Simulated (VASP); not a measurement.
# BaTiO3 (Pm-3m) in VASP: a series of runs

Runs on BaTiO3. Level: PBE. Tasks: single point.

Everything below comes from runs of VASP 6.6.1. Logs are shortened: lines on timing, memory, paths and dates and some standing lists are left out, and cuts for length are marked.

## Step 1: The undisturbed crystal

It takes space group Pm-3m (No. 221, cubic). The conventional cell has a = 4.006 Å, b = 4.006 Å, c = 4.006 Å, α = 90.00°, β = 90.00°, γ = 90.00°. Ba (site symmetry m-3m) is surrounded by 12 O at 2.83 Å. Around Ti (site symmetry m-3m) lie 6 O at 2.00 Å. O (site symmetry 4/mmm) has 2 Ti at 2.00 Å as nearest neighbours.

## Step 2: Single point, PBE

Input file INCAR:

```
PREC = Accurate
ENCUT = 460
EDIFF = 0.001
ISMEAR = 0
SIGMA = 0.05
LREAL = False
LASPH = True
NELM = 100
ALGO = Normal
ISIF = 2
LWAVE = False
LCHARG = False
GGA = PE
ADDGRID = False
```

Input file KPOINTS:

```
Automatic mesh
0
Gamma
  4 4 4
```

Input file POSCAR:

```
BaTiO3
1.0
    4.0060000000      0.0000000000      0.0000000000
    0.0000000000      4.0060000000      0.0000000000
    0.0000000000      0.0000000000      4.0060000000
Ba Ti O
1 1 3
Direct
    0.4701120000      0.5031600000      0.5056990000
   -0.0202070000      0.0016430000     -0.0204470000
   -0.0270160000     -0.0188640000      0.5097340000
   -0.0003670000      0.4971430000     -0.0056670000
    0.4958670000     -0.0087980000      0.0064420000
```

Potentials or basis: VASP PAW PBE potentials, release 64 (Ba_sv, Ti_sv, O).

Started as:

```
$ cat potpaw_PBE.64/Ba_sv/POTCAR potpaw_PBE.64/Ti_sv/POTCAR potpaw_PBE.64/O/POTCAR > POTCAR
$ mpirun -np 1 vasp_std > vasp.out
```

OUTCAR:

```text
PREC = Accurate
   ENCUT = 460
   EDIFF = 0.001
   ISMEAR = 0
   LREAL = False
   LASPH = True
   NELM = 100
   ISIF = 2
   GGA = PE

 Found     36 irreducible k-points:

 Following reciprocal coordinates:
            Coordinates               Weight
  0.000000  0.000000  0.000000      1.000000
  0.250000  0.000000  0.000000      2.000000
  0.000000  0.250000  0.000000      2.000000
  0.000000  0.000000  0.250000      2.000000
  0.500000  0.000000  0.000000      1.000000
  0.000000  0.500000  0.000000      1.000000
   k-points           NKPTS =     36   k-points in BZ     NKDIM =     36   number of bands    NBANDS=     24
   number of dos      NEDOS =    301   number of ions     NIONS =      5
   total plane-waves  NPLWV =  21952
   dimension x,y,z NGX =    28 NGY =   28 NGZ =   28
   dimension x,y,z NGXF=    56 NGYF=   56 NGZF=   56
   ions per type =               1   1   3
   NGX,Y,Z   is equivalent  to a cutoff of  11.62, 11.62, 11.62 a.u.
   NGXF,Y,Z  is equivalent  to a cutoff of  23.24, 23.24, 23.24 a.u.
 SYSTEM =  unknown system
   PREC   = accura    normal or accurate (medium, high low for compatibility)
   ISTART =      0    job   : 0-new  1-cont  2-samecut
   ICHARG =      2    charge: 1-file 2-atom 10-const
   ISPIN  =      1    spin polarized calculation?
   LNONCOLLINEAR =      F non collinear calculations
   LSORBIT =      F    spin-orbit coupling
   LASPH  =      T    aspherical Exc in radial PAW
   ENCUT  =  460.0 eV  33.81 Ry    5.81 a.u.   7.01  7.01  7.01*2*pi/ulx,y,z
   NELM   =    100;   NELMIN=  2; NELMDL= -5     # of ELM steps
   EDIFF  = 0.1E-02   stopping-criterion for ELM
   LREAL  =      F    real-space projection
   EDIFFG = 0.1E-01   stopping-criterion for IOM
   NSW    =      0    number of steps for IOM
   IBRION =     -1    ionic relax: 0-MD 1-quasi-New 2-CG
   NFREE  =      0    steps in history (QN), initial steepest desc. (CG)
   ISIF   =      2    stress and relaxation
   ISYM   =      2    0-nonsym 1-usesym 2-fastsym
   POTIM  = 0.5000    time-step for ionic-motion
   TEBEG  =    0.0;   TEEND  =   0.0 temperature during run
   PSTRESS=    0.0 pullay stress
   NELECT =      40.0000    total number of electrons
   NUPDOWN=      -1.0000    fix difference up-down
   EMIN   =  10.00;   EMAX   =-10.00  energy-range for DOS
   EFERMI =   0.00;   METHOD = LEGACY
   ISMEAR =     0;   SIGMA  =   0.05  broadening in eV -4-tet -1-fermi 0-gaus
   EFERMI_NEDOS =   21; number of points for ismear=-14 and -15
   IALGO  =     38    algorithm
   IMIX   =      4    mixing-type and parameters
     AMIX     =   0.40;   BMIX     =  1.00
     AMIX_MAG =   1.60;   BMIX_MAG =  1.00
  volume/ion in A,a.u.               =      12.86        86.77
  Fermi-wavevector in a.u.,A,eV,Ry     =   1.397603  2.641087 26.576187  1.953295
  Thomas-Fermi vector in A             =   2.520843
   LORBIT       =      0    0 simple, 1 ext, 2 COOP (PROOUT), +10 PAW based schemes
   GGA     = PE    functional components
   LHFCALC =     F    Hartree Fock is set to
   AEXX    =    0.0000 exact exchange contribution
   IVDW    =     0    specifies the selected vdW correction
   LEPSILON=     F    determine dielectric tensor
   LRPA    =     F    only Hartree local field effects (RPA)
 non-spin polarized calculation
 Gauss-broadening in eV      SIGMA  =   0.05
  energy-cutoff  :      460.00
  volume of cell :       64.29
 maximum number of plane-waves:      1472
   NGX = 15   NGY = 15   NGZ = 15

 number of electron      39.9999995 magnetization

 Free energy of the ion-electron system (eV)
  ---------------------------------------------------
  ext. energy  EPLUGINS =         0.00000000
  ---------------------------------------------------
  free energy    TOTEN  =       -39.92615885 eV

  energy without entropy =      -39.92615885  energy(sigma->0) =      -39.92615885

 E-fermi :   4.1099     XC(G=0): -11.2382

 val. band max:        3.8260796820   @ k =   0.5000   0.5000   0.5000
 cond. band min:       5.7347266181   @ k =   0.0000   0.0000   0.0000
 fundamental gap:      1.9086469361
 Fermi energy:         4.1098589211

 k-point     1 :       0.0000    0.0000    0.0000
  band No.  band energies     occupation
      1     -52.7131      2.00000
      2     -28.9636      2.00000
      3     -28.9362      2.00000
      4     -28.9283      2.00000
      5     -21.0203      2.00000
      6     -13.0726      2.00000
[... 16 lines left out ...]
     23       5.8985      0.00000
     24       7.8678      0.00000

 k-point     2 :       0.2500    0.0000    0.0000
  band No.  band energies     occupation
      1     -52.7127      2.00000
      2     -28.9635      2.00000
      3     -28.9614      2.00000
      4     -28.9273      2.00000
      5     -20.9618      2.00000
      6     -13.1574      2.00000
[... 16 lines left out ...]
     23       6.6662      0.00000
     24       7.9218      0.00000

 k-point     3 :       0.0000    0.2500    0.0000
  band No.  band energies     occupation
      1     -52.7127      2.00000
      2     -28.9626      2.00000
      3     -28.9545      2.00000
      4     -28.9352      2.00000
      5     -20.9621      2.00000
      6     -13.1544      2.00000
[... 16 lines left out ...]
     23       6.6542      0.00000
     24       7.9479      0.00000

 k-point     4 :       0.0000    0.0000    0.2500
  band No.  band energies     occupation
      1     -52.7127      2.00000
      2     -28.9899      2.00000
      3     -28.9352      2.00000
      4     -28.9273      2.00000
      5     -20.9617      2.00000
      6     -13.1227      2.00000
[... 16 lines left out ...]
     23       6.7033      0.00000
     24       7.8646      0.00000

 k-point     5 :       0.5000    0.0000    0.0000
  band No.  band energies     occupation
      1     -52.7121      2.00000
      2     -28.9881      2.00000
      3     -28.9615      2.00000
      4     -28.9263      2.00000
      5     -20.9016      2.00000
      6     -13.3154      2.00000
[... 16 lines left out ...]
     23       7.4157      0.00000
     24       7.9088      0.00000

 k-point     6 :       0.0000    0.5000    0.0000
  band No.  band energies     occupation
      1     -52.7121      2.00000
      2     -28.9804      2.00000
      3     -28.9615      2.00000
      4     -28.9342      2.00000
      5     -20.9024      2.00000
      6     -13.3092      2.00000
[... 16 lines left out ...]
     23       7.3995      0.00000
     24       7.9315      0.00000

 [... further k-points ...]
[... 5 lines left out ...]
  --------------------------------------------------------------------------------------
  -------------------------------------------------------------------------------------
  Total        1.0479551      0.8102225      1.6563893     -0.0860210     -0.1119073     -0.1496045
  in kB       26.1168266     20.1921253     41.2800454     -2.1437910     -2.7889213     -3.7283984
  external PRESSURE =      29.1963324 kB  Pullay stress =       0.0000000 kB

 VOLUME and BASIS-vectors are now :
 -----------------------------------------------------------------------------
  energy-cutoff  :      460.00
  volume of cell :       64.29
      direct lattice vectors                 reciprocal lattice vectors
     4.006000000  0.000000000  0.000000000     0.249625562  0.000000000  0.000000000
     0.000000000  4.006000000  0.000000000     0.000000000  0.249625562  0.000000000
     0.000000000  0.000000000  4.006000000     0.000000000  0.000000000  0.249625562

 POSITION                                       TOTAL-FORCE (eV/Angst)
 -----------------------------------------------------------------------------------
      1.88327      2.01566      2.02583         0.388260     -0.183316     -0.394523
      3.92505      0.00658      3.92409        -0.406460      0.060055      0.046118
      3.89777      3.93043      2.04199         0.349528      0.382214      0.064157
      4.00453      1.99155      3.98330        -0.155966     -0.455527      0.259609
      1.98644      3.97076      0.02581        -0.175363      0.196574      0.024639
 -----------------------------------------------------------------------------------
    total drift:                                0.000134     -0.002591      0.006740

  FREE ENERGIE OF THE ION-ELECTRON SYSTEM (eV)
  ---------------------------------------------------
  free  energy   TOTEN  =       -39.9261588502 eV

  energy  without entropy=      -39.9261588502  energy(sigma->0) =      -39.92615885
```

Wall time 16 s (1 thread of Intel Xeon Platinum 8559C (Emerald Rapids), shared host); peak memory 0.18 GiB.

These settings aren't checked as converged: the numbers below hold their error.

What came out:

```
Free energy            : -39.9262 eV
Pressure               : 2.9 GPa
Largest force          : 0.583 eV/Å
Band gap on the k mesh : 1.91 eV, indirect (least direct gap 2.19 eV)
```

Caveat: the cutoff is under 1.25 times the usual one of these potentials, so pressure, stress and relaxed cells hold a basis-set (Pulay) error; spin-orbit coupling is left out, which moves the levels of the heavy elements.

## Step 3: Single point, PBE

INCAR: that of step 2 with these lines changed.

```diff
@@ -2,3 +2,3 @@
 ENCUT = 460
-EDIFF = 0.001
+EDIFF = 1E-5
 ISMEAR = 0
```

KPOINTS is that of step 2.

POSCAR is that of step 2.

Potentials or basis: VASP PAW PBE potentials, release 64 (Ba_sv, Ti_sv, O).

Started as:

```
$ cat potpaw_PBE.64/Ba_sv/POTCAR potpaw_PBE.64/Ti_sv/POTCAR potpaw_PBE.64/O/POTCAR > POTCAR
$ mpirun -np 1 vasp_std > vasp.out
```

Wall time 19 s (1 thread of Intel Xeon Platinum 8559C (Emerald Rapids), shared host); peak memory 0.19 GiB.

These settings aren't checked as converged: the numbers below hold their error.

What came out:

```yaml
Free_energy: -39.9261 eV
Pressure: 4.1 GPa
Largest_force: 0.584 eV/Å
Band_gap_on_the_k_mesh: 1.90 eV, indirect (least direct gap 2.18 eV)
```

Caveat: the cutoff is under 1.25 times the usual one of these potentials, so pressure, stress and relaxed cells hold a basis-set (Pulay) error; spin-orbit coupling is left out, which moves the levels of the heavy elements.

## Step 4: Single point, PBE

INCAR: that of step 3 with these lines changed.

```diff
@@ -2,3 +2,3 @@
 ENCUT = 460
-EDIFF = 1E-5
+EDIFF = 1E-7
 ISMEAR = 0
@@ -13,2 +13,2 @@
 GGA = PE
-ADDGRID = False
+ADDGRID = True
```

KPOINTS is that of step 3.

POSCAR is that of step 3.

Started as:

```
$ cat potpaw_PBE.64/Ba_sv/POTCAR potpaw_PBE.64/Ti_sv/POTCAR potpaw_PBE.64/O/POTCAR > POTCAR
$ mpirun -np 1 vasp_std > vasp.out
```

Wall time 27 s (1 thread of Intel Xeon Platinum 8559C (Emerald Rapids), shared host); peak memory 0.26 GiB.

The run converged, but some of its settings lie outside the range that counts as converged, so its numbers aren't taken as properties of the crystal.

What came out:

```yaml
Free_energy: -39.9261 eV
Pressure: 4.1 GPa
Largest_force: 0.584 eV/Å
Band_gap_on_the_k_mesh: 1.90 eV, indirect (least direct gap 2.18 eV)
```

Caveat: the cutoff is under 1.25 times the usual one of these potentials, so pressure, stress and relaxed cells hold a basis-set (Pulay) error; spin-orbit coupling is left out, which moves the levels of the heavy elements.

## Step 5: Single point, PBE

Input file INCAR:

```
PREC = Normal
ENCUT = 460
EDIFF = 1E-4
ISMEAR = 0
SIGMA = 0.05
LREAL = Auto
LASPH = True
NELM = 100
ALGO = Normal
ISIF = 2
LWAVE = False
LCHARG = False
GGA = PE
ADDGRID = False
```

KPOINTS is that of step 4.

POSCAR is that of step 4.

Potentials or basis: VASP PAW PBE potentials, release 64 (Ba_sv, Ti_sv, O).

Started as:

```
$ cat potpaw_PBE.64/Ba_sv/POTCAR potpaw_PBE.64/Ti_sv/POTCAR potpaw_PBE.64/O/POTCAR > POTCAR
$ mpirun -np 1 vasp_std > vasp.out
```

OUTCAR:

```text
PREC = Normal
   ENCUT = 460
   EDIFF = 1E-4
   ISMEAR = 0
   LREAL = Auto
   LASPH = True
   NELM = 100
   ISIF = 2
   GGA = PE

 Found     36 irreducible k-points:

 Following reciprocal coordinates:
            Coordinates               Weight
  0.000000  0.000000  0.000000      1.000000
  0.250000  0.000000  0.000000      2.000000
  0.000000  0.250000  0.000000      2.000000
  0.000000  0.000000  0.250000      2.000000
  0.500000  0.000000  0.000000      1.000000
  0.000000  0.500000  0.000000      1.000000
   k-points           NKPTS =     36   k-points in BZ     NKDIM =     36   number of bands    NBANDS=     24
   number of dos      NEDOS =    301   number of ions     NIONS =      5
   total plane-waves  NPLWV =  13824
   dimension x,y,z NGX =    24 NGY =   24 NGZ =   24
   dimension x,y,z NGXF=    48 NGYF=   48 NGZF=   48
   ions per type =               1   1   3
   NGX,Y,Z   is equivalent  to a cutoff of   9.96,  9.96,  9.96 a.u.
   NGXF,Y,Z  is equivalent  to a cutoff of  19.92, 19.92, 19.92 a.u.
 SYSTEM =  unknown system
   PREC   = normal    normal or accurate (medium, high low for compatibility)
   ISTART =      0    job   : 0-new  1-cont  2-samecut
   ICHARG =      2    charge: 1-file 2-atom 10-const
   ISPIN  =      1    spin polarized calculation?
   LNONCOLLINEAR =      F non collinear calculations
   LSORBIT =      F    spin-orbit coupling
[... 51 lines left out ...]

 E-fermi :   4.1085     XC(G=0): -11.2380

 val. band max:        3.8264762300   @ k =   0.5000   0.5000   0.5000
 cond. band min:       5.7294234804   @ k =   0.0000   0.0000   0.0000
 fundamental gap:      1.9029472503
 Fermi energy:         4.1084982852

 k-point     1 :       0.0000    0.0000    0.0000
  band No.  band energies     occupation
      1     -52.7223      2.00000
      2     -28.9722      2.00000
      3     -28.9447      2.00000
      4     -28.9368      2.00000
      5     -21.0171      2.00000
      6     -13.0743      2.00000
[... 151 lines left out ...]
     23       7.3948      0.00000
     24       7.9245      0.00000

 [... further k-points ...]
[... 5 lines left out ...]
  --------------------------------------------------------------------------------------
  -------------------------------------------------------------------------------------
  Total        1.2323885      0.9965051      1.8554608     -0.0892438     -0.1046883     -0.1481270
  in kB       30.7132229     24.8346047     46.2412465     -2.2241066     -2.6090105     -3.6915774
  external PRESSURE =      33.9296914 kB  Pullay stress =       0.0000000 kB

 VOLUME and BASIS-vectors are now :
 -----------------------------------------------------------------------------
  energy-cutoff  :      460.00
  volume of cell :       64.29
      direct lattice vectors                 reciprocal lattice vectors
     4.006000000  0.000000000  0.000000000     0.249625562  0.000000000  0.000000000
     0.000000000  4.006000000  0.000000000     0.000000000  0.249625562  0.000000000
     0.000000000  0.000000000  4.006000000     0.000000000  0.000000000  0.249625562

 POSITION                                       TOTAL-FORCE (eV/Angst)
 -----------------------------------------------------------------------------------
      1.88327      2.01566      2.02583         0.398881     -0.183436     -0.393444
      3.92505      0.00658      3.92409        -0.408651      0.063752      0.040194
      3.89777      3.93043      2.04199         0.345862      0.384932      0.062285
      4.00453      1.99155      3.98330        -0.157731     -0.454131      0.258373
      1.98644      3.97076      0.02581        -0.178361      0.188883      0.032592
 -----------------------------------------------------------------------------------
    total drift:                                0.005332     -0.008702      0.007943

  FREE ENERGIE OF THE ION-ELECTRON SYSTEM (eV)
  ---------------------------------------------------
  free  energy   TOTEN  =       -39.9265382706 eV

  energy  without entropy=      -39.9265382706  energy(sigma->0) =      -39.92653827
```

OSZICAR:

```text
N       E                     dE             d eps       ncg     rms          rms(c)
DAV:   1     0.420675864374E+03    0.42068E+03   -0.19114E+04  1728   0.163E+03
DAV:   2    -0.106297043650E+02   -0.43131E+03   -0.42371E+03  2168   0.459E+02
DAV:   3    -0.492314153099E+02   -0.38602E+02   -0.38310E+02  2192   0.140E+02
DAV:   4    -0.507732524768E+02   -0.15418E+01   -0.15410E+01  2616   0.263E+01
DAV:   5    -0.508108527687E+02   -0.37600E-01   -0.37598E-01  2256   0.357E+00    0.232E+01
DAV:   6    -0.400732850964E+02    0.10738E+02   -0.74717E+01  2688   0.777E+01    0.101E+01
DAV:   7    -0.400812086041E+02   -0.79235E-02   -0.12113E+01  2160   0.258E+01    0.654E+00
DAV:   8    -0.399100587230E+02    0.17115E+00   -0.10515E+00  2344   0.997E+00    0.278E+00
DAV:   9    -0.399397046548E+02   -0.29646E-01   -0.24051E-01  2336   0.365E+00    0.118E+00
DAV:  10    -0.399274767231E+02    0.12228E-01   -0.81660E-02  2304   0.300E+00    0.396E-01
DAV:  11    -0.399265747908E+02    0.90193E-03   -0.71238E-03  2672   0.699E-01    0.594E-02
DAV:  12    -0.399265382706E+02    0.36520E-04   -0.37384E-04  1840   0.179E-01
   1 F= -.39926538E+02 E0= -.39926538E+02  d E =-.672119E-17
```

Run time: 16 s. Hardware: 1 thread of Intel Xeon Platinum 8559C (Emerald Rapids), shared host; peak memory 0.15 GiB.

These settings aren't checked as converged: the numbers below hold their error.

Results:

```
Free energy            : -39.9265 eV
Pressure               : 3.4 GPa
Largest force          : 0.590 eV/Å
Band gap on the k mesh : 1.90 eV, indirect (least direct gap 2.19 eV)
```

Caveat: the cutoff is under 1.25 times the usual one of these potentials, so pressure, stress and relaxed cells hold a basis-set (Pulay) error; spin-orbit coupling is left out, which moves the levels of the heavy elements.
